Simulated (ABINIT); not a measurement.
# MgS (P1) in ABINIT: single point with PBEsol

Aim: the single point of MgS with PBEsol.

Program: ABINIT 10.8.3 (patched build). These are calculated values, not measurements. Logs are shortened: lines on timing, memory, paths and dates and some standing lists are left out, and cuts for length are marked. The log counts tension as positive stress, the text compression.

### 1 The cell of the first run

The typed cell holds 4 atoms: a = 4.007 Å, b = 4.007 Å, c = 5.666 Å, α = 90.00°, β = 90.00°, γ = 90.00°.

The cell comes from a database or a generator and needn't be the stable form of this composition.

### 2 Single point, PBEsol (atoms moved at random)

Contents of run.abi:

```
# Pseudopotentials
pp_dirpath "./"
pseudos "Mg.upf, S.upf"

# Structure
acell 7.5714462301 7.5714462301 10.7076419265
rprim
     0.0000000000    -0.7071067812    -0.7071067812
     0.0000000000     0.7071067812    -0.7071067812
     1.0000000000     0.0000000000     0.0000000000
ntypat 2
znucl 12 16
natom 4
typat 1 1 2 2
xcart
     2.8308252178    -0.0054395905    -2.6812081529
    -0.0079610673    -0.1869377603    -0.1190448714
     1.2901632048     1.4152029605    -1.3224466101
     4.4250615308    -1.3001216241    -1.4550366284 Angstrom
chkprim 0
chksymtnons 0
tolsym 1.0e-6

# Plane-wave basis
ecut 1142.878222 eV

# k points
kptopt 1
ngkpt 5 5 4
nshiftk 1
shiftk 0.0 0.0 0.0

# Exchange and correlation
ixc -116133

# Bands and occupations
nband 20
occopt 3
tsmear 0.00183747

# SCF cycle
nstep 100
tolvrs 1.0e-10

# Output
iomode 3
prtwf 0
prtden 0
prteig 0
prtebands 0
```

Potentials or basis: PseudoDojo NC SR PBEsol v0.4 stringent.

On the command line:

```console
$ abinit run.abi > log 2>&1
```

run.abo:

```text
.Version 10.8.3 of ABINIT
 Symmetries : space group P1 (#  1); Bravais aP (primitive triclinic)
================================================================================
 Values of the parameters that define the memory need of the present run
     intxc =       0    ionmov =       0      iscf =       7    lmnmax =       6
     lnmax =       6     mgfft =      64  mpssoang =       3    mqgrid =    3124
     natom =       4  nloc_mem =       1    nspden =       1   nspinor =       1
    nsppol =       1      nsym =       1    n1xccc =    2501    ntypat =       2
    occopt =       3   xclevel =       2
       mpw =        8009          nfft =      147456          nkpt =          51
================================================================================
================================================================================

--------------------------------------------------------------------------------
------------- Echo of variables that govern the present computation ------------
--------------------------------------------------------------------------------
 -outvars: echo values of preprocessed input variables --------
            acell      7.5714462301E+00  7.5714462301E+00  1.0707641926E+01 Bohr
              amu      2.43050000E+01  3.20660000E+01
          chkprim           0
      chksymtnons           0
             ecut      4.20000000E+01 Hartree
                       outvar_i_n : Printing only first  50 k-points.
              ixc     -116133
                       outvar_i_n : Printing only first  50 k-points.
         kptrlatt        5    0    0      0    5    0      0    0    4
          kptrlen      3.78572312E+01
            natom           4
            nband          20
            ngfft          48      48      64
             nkpt          51
            nstep         100
             nsym           1
           ntypat           2
                       prtocc : prtvol=0, do not print more k-points.
           occopt           3
           prtden           0
        prtebands           0
           prteig           0
            prtwf           0
            rprim      0.0000000000E+00 -7.0710678120E-01 -7.0710678120E-01
                       0.0000000000E+00  7.0710678120E-01 -7.0710678120E-01
                       1.0000000000E+00  0.0000000000E+00  0.0000000000E+00
          spgroup           1
           tolsym      1.00000000E-06
           tolvrs      1.00000000E-10
           tsmear      1.83747000E-03 Hartree
            typat      1  1  2  2
                       outvars : Printing only first  50 k-points.
           xangst      2.8308252178E+00 -5.4395905000E-03 -2.6812081529E+00
                      -7.9610673000E-03 -1.8693776030E-01 -1.1904487140E-01
                       1.2901632048E+00  1.4152029605E+00 -1.3224466101E+00
                       4.4250615308E+00 -1.3001216241E+00 -1.4550366284E+00
            xcart      5.3494843720E+00 -1.0279336282E-02 -5.0667490955E+00
                      -1.5044236867E-02 -3.5326116956E-01 -2.2496220364E-01
                       2.4380551148E+00  2.6743460079E+00 -2.4990619092E+00
                       8.3621543835E+00 -2.4568737999E+00 -2.7496207308E+00
             xred      4.7415000031E-01  4.7223000031E-01  4.9959500034E-01
                       5.4001000046E-02 -1.1982000012E-02 -1.4049999963E-03
                      -1.6370000004E-02  4.8315100033E-01  2.2769300015E-01
                       4.8624100033E-01  2.7340000012E-02  7.8095200053E-01
            znucl       12.00000   16.00000

================================================================================

 chkinp: Checking input parameters for consistency.

================================================================================
== DATASET  1 ==================================================================

--- !DatasetInfo
iteration_state: {dtset: 1, }
dimensions: {natom: 4, nkpt: 51, mband: 20, nsppol: 1, nspinor: 1, nspden: 1, mpw: 8009, }
cutoff_energies: {ecut:  42.0, pawecutdg:  -1.0, }
electrons: {nelect:   3.20000000E+01, charge:   0.00000000E+00, occopt:   3.00000000E+00, tsmear:   1.83747000E-03, }
meta: {optdriver: 0, ionmov: 0, optcell: 0, iscf: 7, paral_kgb: 0, }
...

 Real(R)+Recip(G) space primitive vectors, cartesian coordinates (Bohr,Bohr^-1):
 R(1)=  0.0000000 -5.3538210 -5.3538210  G(1)=  0.0000000 -0.0933912 -0.0933912
 R(2)=  0.0000000  5.3538210 -5.3538210  G(2)=  0.0000000  0.0933912 -0.0933912
 R(3)= 10.7076419  0.0000000  0.0000000  G(3)=  0.0933912  0.0000000  0.0000000
 Unit cell volume ucvol=  6.1383483E+02 bohr^3
 Angles (23,13,12)=  9.00000000E+01  9.00000000E+01  9.00000000E+01 degrees

 getcut: wavevector=  0.0000  0.0000  0.0000  ngfft=  48  48  64
         ecut(hartree)=     42.000   => boxcut(ratio)=   2.04878

--- Pseudopotential description ------------------------------------------------
- pspini: atom type   1  psp file is ./Mg.upf
12 -116133 1 -1 1510                          pspcod,pspxc,lmax,lloc,mmax
     nproj     2     2     0

- pspini: atom type   2  psp file is ./S.upf
12 -116133 2 -1 1146                          pspcod,pspxc,lmax,lloc,mmax
     nproj     2     2     2

   1.14564319E+03                                ecore*ucvol(ha*bohr**3)
--------------------------------------------------------------------------------

================================================================================

--- !BeginCycle
iteration_state: {dtset: 1, }
solver: {iscf: 7, nstep: 100, nline: 4, wfoptalg: 0, }
tolerances: {tolvrs: 1.00E-10, }
...

     iter   Etot(hartree)      deltaE(h)  residm     vres2
 ETOT  1  -140.72380205396    -1.407E+02 2.193E-01 4.328E+02
 ETOT  2  -140.82346082131    -9.966E-02 1.924E-02 3.185E+01
 ETOT  3  -140.82814196301    -4.681E-03 1.404E-02 1.699E+00
 ETOT  4  -140.82821259912    -7.064E-05 1.852E-03 8.700E-02
 ETOT  5  -140.82821556056    -2.961E-06 9.529E-04 6.331E-03
 ETOT  6  -140.82821593911    -3.786E-07 1.045E-03 4.224E-04
 ETOT  7  -140.82821595988    -2.076E-08 4.271E-04 3.264E-05
 ETOT  8  -140.82821596108    -1.203E-09 3.762E-04 3.348E-06
 ETOT  9  -140.82821596119    -1.111E-10 9.433E-05 2.897E-07
 ETOT 10  -140.82821596120    -1.145E-11 7.771E-05 4.832E-08
 ETOT 11  -140.82821596120    -2.331E-12 4.090E-05 4.663E-09
 ETOT 12  -140.82821596120     3.439E-12 3.709E-05 5.755E-10
 ETOT 13  -140.82821596120    -4.491E-12 2.940E-05 3.203E-11

 At SCF step   13       vres2   =  3.20E-11 < tolvrs=  1.00E-10 =>converged.

 Cartesian components of stress tensor (hartree/bohr^3)
  sigma(1 1)= -6.42796452E-05  sigma(3 2)= -6.68857216E-05
  sigma(2 2)= -5.10940332E-05  sigma(3 1)= -1.51802295E-04
  sigma(3 3)= -8.80940163E-05  sigma(2 1)= -9.00811181E-05

--- !ResultsGS
iteration_state: {dtset: 1, }
comment   : Summary of ground state results
lattice_vectors:
- [  0.0000000,  -5.3538210,  -5.3538210, ]
- [  0.0000000,   5.3538210,  -5.3538210, ]
- [ 10.7076419,   0.0000000,   0.0000000, ]
lattice_lengths: [   7.57145,    7.57145,   10.70764, ]
lattice_angles: [ 90.000,  90.000,  90.000, ] # degrees, (23, 13, 12)
lattice_volume:   6.1383483E+02
convergence: {deltae: -4.491E-12, res2:  3.203E-11, residm:  2.940E-05, diffor: null, }
etotal    :  -1.40828216E+02
entropy   :   0.00000000E+00
fermie    :   1.24524407E-01
cartesian_stress_tensor: # hartree/bohr^3
- [ -6.42796452E-05,  -9.00811181E-05,  -1.51802295E-04, ]
- [ -9.00811181E-05,  -5.10940332E-05,  -6.68857216E-05, ]
- [ -1.51802295E-04,  -6.68857216E-05,  -8.80940163E-05, ]
pressure_GPa:   1.9954E+00
xred      :
- [  4.7415E-01,   4.7223E-01,   4.9960E-01, Mg]
- [  5.4001E-02,  -1.1982E-02,  -1.4050E-03, Mg]
- [ -1.6370E-02,   4.8315E-01,   2.2769E-01,  S]
- [  4.8624E-01,   2.7340E-02,   7.8095E-01,  S]
cartesian_forces: # hartree/bohr
- [ -2.89690636E-03,   6.92863662E-03,  -1.07072277E-02, ]
- [  2.34721134E-02,   3.18756255E-02,   3.91960025E-02, ]
- [  2.12034957E-02,   4.27431952E-03,  -2.18296403E-03, ]
- [ -4.17787027E-02,  -4.30785816E-02,  -2.63058108E-02, ]
force_length_stats: {min:   1.30783331E-02, max:   6.55226669E-02, mean:   3.90120932E-02, }
...

 Integrated electronic density in atomic spheres:
 ------------------------------------------------
 Atom  Sphere_radius  Integrated_density
    1        2.00000          8.27574826
    2        2.00000          8.38585845
    3        2.00000          3.95201018
    4        2.00000          3.98792913
================================================================================

 ----iterations are completed or convergence reached----

 Mean square residual over all n,k,spin=   99.890E-09; max=  29.397E-06
 reduced coordinates (array xred) for    4 atoms
       0.474150000309      0.472230000307      0.499595000344
       0.054001000046     -0.011982000012     -0.001404999996
      -0.016370000004      0.483151000326      0.227693000152
       0.486241000326      0.027340000012      0.780952000534
 rms dE/dt=  2.2709E-01; max dE/dt=  4.4722E-01; dE/dt below (all hartree)
    1      -0.020471434760     -0.094521488805      0.030887394870
    2       0.380263237715      0.039089759081     -0.251462627088
    3       0.010955208121     -0.034673368826     -0.227171080346
    4      -0.371713150069      0.089696183642      0.447219748014

 cartesian coordinates (angstrom) at end:
    1      2.83082521780000    -0.00543959050000    -2.68120815290000
    2     -0.00796106730000    -0.18693776030000    -0.11904487140000
    3      1.29016320480000     1.41520296050000    -1.32244661010000
    4      4.42506153080000    -1.30012162410000    -1.45503662840000

 cartesian forces (hartree/bohr) at end:
    1     -0.00289690636093     0.00692863661700    -0.01070722766710
    2      0.02347211343785     0.03187562550089     0.03919600248158
    3      0.02120349566852     0.00427431951880    -0.00218296403152
    4     -0.04177870274544    -0.04307858163669    -0.02630581078296
 frms,max,avg= 2.5884693E-02 4.3078582E-02   1.229E-05 -1.301E-05 -3.210E-05 h/b

 cartesian forces (eV/Angstrom) at end:
    1     -0.14896491446560     0.35628481987989    -0.55058778395540
    2      1.20698460183156     1.63911056646846     2.01553948577692
    3      1.09032758574028     0.21979434686021    -0.11225252380355
    4     -2.14834727310624    -2.21518973320856    -1.35269917801796
 frms,max,avg= 1.3310445E+00 2.2151897E+00   6.322E-04 -6.690E-04 -1.651E-03 e/A
 length scales=  7.571446230100  7.571446230100 10.707641926500 bohr
              =  4.006636795828  4.006636795828  5.666240086169 angstroms
 Fermi (or HOMO) energy (hartree) =   0.12452   Average Vxc (hartree)=  -0.32080
 Eigenvalues (hartree) for nkpt=  51  k points:
 kpt#   1, nband= 20, wtk=  0.01000, kpt=  0.0000  0.0000  0.0000 (reduced coord)
  -2.66033   -2.63628   -1.44652   -1.44584   -1.44498   -1.42366   -1.42300   -1.42243
  -0.36225   -0.32627   -0.05125    0.01306    0.01529    0.04481    0.05510    0.06093
   0.16965    0.19308    0.25513    0.34139
      occupation numbers for kpt#   1
   2.00000    2.00000    2.00000    2.00000    2.00000    2.00000    2.00000    2.00000
   2.00000    2.00000    2.00000    2.00000    2.00000    2.00000    2.00000    2.00000
   0.00000    0.00000    0.00000    0.00000
 prteigrs : prtvol=0 or 1, do not print more k-points.

--- !EnergyTerms
iteration_state     : {dtset: 1, }
comment             : Components of total free energy in Hartree
kinetic             :  7.56558383566966E+01
hartree             :  5.13460603585224E+01
xc                  : -2.19719606759746E+01
Ewald energy        : -6.67962803791544E+01
psp_core            :  1.86637046612074E+00
local_psp           : -1.47731255238836E+02
non_local_psp       : -3.31969888485795E+01
internal            : -1.40828215961205E+02
'-kT*entropy'       : -1.76539105286278E-14
total_energy        : -1.40828215961205E+02
total_energy_eV     : -3.83213097885277E+03
band_energy         : -2.91120220438468E+01
...

 Cartesian components of stress tensor (hartree/bohr^3)
  sigma(1 1)= -6.42796452E-05  sigma(3 2)= -6.68857216E-05
  sigma(2 2)= -5.10940332E-05  sigma(3 1)= -1.51802295E-04
  sigma(3 3)= -8.80940163E-05  sigma(2 1)= -9.00811181E-05

-Cartesian components of stress tensor (GPa)         [Pressure=  1.9954E+00 GPa]
- sigma(1 1)= -1.89117245E+00  sigma(3 2)= -1.96784587E+00
- sigma(2 2)= -1.50323835E+00  sigma(3 1)= -4.46617770E+00
- sigma(3 3)= -2.59181544E+00  sigma(2 1)= -2.65027800E+00

== END DATASET(S) ==============================================================
================================================================================

 -outvars: echo values of variables after computation  --------
            acell      7.5714462301E+00  7.5714462301E+00  1.0707641926E+01 Bohr
           etotal     -1.4082821596E+02
            fcart     -2.8969063609E-03  6.9286366170E-03 -1.0707227667E-02
                       2.3472113438E-02  3.1875625501E-02  3.9196002482E-02
                       2.1203495669E-02  4.2743195188E-03 -2.1829640315E-03
                      -4.1778702745E-02 -4.3078581637E-02 -2.6305810783E-02
            rprim      0.0000000000E+00 -7.0710678120E-01 -7.0710678120E-01
                       0.0000000000E+00  7.0710678120E-01 -7.0710678120E-01
                       1.0000000000E+00  0.0000000000E+00  0.0000000000E+00
           strten     -6.4279645174E-05 -5.1094033163E-05 -8.8094016272E-05
                      -6.6885721569E-05 -1.5180229450E-04 -9.0081118125E-05
           xangst      2.8308252178E+00 -5.4395905000E-03 -2.6812081529E+00
                      -7.9610673000E-03 -1.8693776030E-01 -1.1904487140E-01
                       1.2901632048E+00  1.4152029605E+00 -1.3224466101E+00
                       4.4250615308E+00 -1.3001216241E+00 -1.4550366284E+00
             xred      4.7415000031E-01  4.7223000031E-01  4.9959500034E-01
                       5.4001000046E-02 -1.1982000012E-02 -1.4049999963E-03
                      -1.6370000004E-02  4.8315100033E-01  2.2769300015E-01
                       4.8624100033E-01  2.7340000012E-02  7.8095200053E-01
 Calculation completed.
```

Wall time 5.2 min (1 thread of Arm Neoverse V1, shared host); peak memory 0.21 GiB.

What came out:

```yaml
Free_energy: -3832.1310 eV
Pressure: 2.0 GPa
Largest_force: 3.369 eV/Å
Band_gap_on_the_k_mesh: 2.96 eV, direct
Valence_electrons_inside_the_program's_atomic_spheres: Mg 8.28, 8.39; S 3.95, 3.99
```

Forces on the atoms (eV/Å):
```
Mg  -0.149  0.356 -0.551
Mg   1.207  1.639  2.016
S    1.090  0.220 -0.112
S   -2.148 -2.215 -1.353
```

Stress tensor (GPa, compression positive):
```
1.89 2.65 4.47
2.65 1.50 1.97
4.47 1.97 2.59
```

Levels at points of the mesh, in eV from the valence-band top:
| k point | band 13 | band 14 | band 15 | band 16 | band 17 | band 18 | band 19 | band 20 |
| --- | --- | --- | --- | --- | --- | --- | --- | --- |
| (0.00, 0.00, 0.00) | -1.24 | -0.44 | -0.16 | 0.00 | 2.96 | 3.60 | 5.28 | 7.63 |
| (0.00, 0.00, 0.50) | -0.99 | -0.95 | -0.56 | -0.50 | 4.66 | 4.89 | 5.99 | 6.16 |
